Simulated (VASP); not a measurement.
**Results of a VASP single-point calculation on ZnO (rocksalt)**

POSCAR

```
Zn O
 1.0000000000000000
    -0.0000000000000000    2.1337703959997598    2.1337703959997598
     2.1337703959997598    0.0000000000000000    2.1337703959997598
     2.1337703959997598    2.1337703959997598    0.0000000000000000
 Zn  O
   1   1
Cartesian
 -0.0000000000000000 -0.0000000000000000 -0.0000000000000000
  2.1337703959997598  2.1337703959997598  2.1337703959997598
```

The gap between bands v and c is 2.67 eV. The least direct gap is 3.91 eV.

Band v is the last that the valence electrons fill when counted band by band, and c is the next. Levels in eV from the top of v:

| point | v−1 | v | c | c+1 |
| --- | --- | --- | --- | --- |
| Γ | -1.24 | -1.24 | 2.67 | 20.07 |
| X | -2.82 | -2.82 | 6.37 | 13.02 |
| W | -3.81 | -2.27 | 9.14 | 12.68 |
| K | -3.48 | -1.55 | 8.27 | 11.89 |
| L | 0.00 | 0.00 | 7.25 | 11.66 |

**Question.** Which of these levels of theory gave these results?
A. HSE06
B. r²SCAN
C. PBEsol
D. PBE
E. LDA
F. PBE with spin–orbit coupling
G. PBE0

**Answer.** A.

The INCAR was:

```
LREAL = .FALSE.
PREC = Accurate
LWAVE = .FALSE.
LHFCALC = .TRUE.
LASPH = .TRUE.
HFSCREEN = 0.2079
ISMEAR = 0
NBANDS = 16
AEXX = 0.25
IBRION = -1
EDIFF = 1E-7
ISIF = 2
PRECFOCK = Fast
NELM = 120
ISTART = 1
ALGO = Normal
LCHARG = .FALSE.
SIGMA = 0.01
GGA = PE
ENCUT = 520
NSW = 0
```
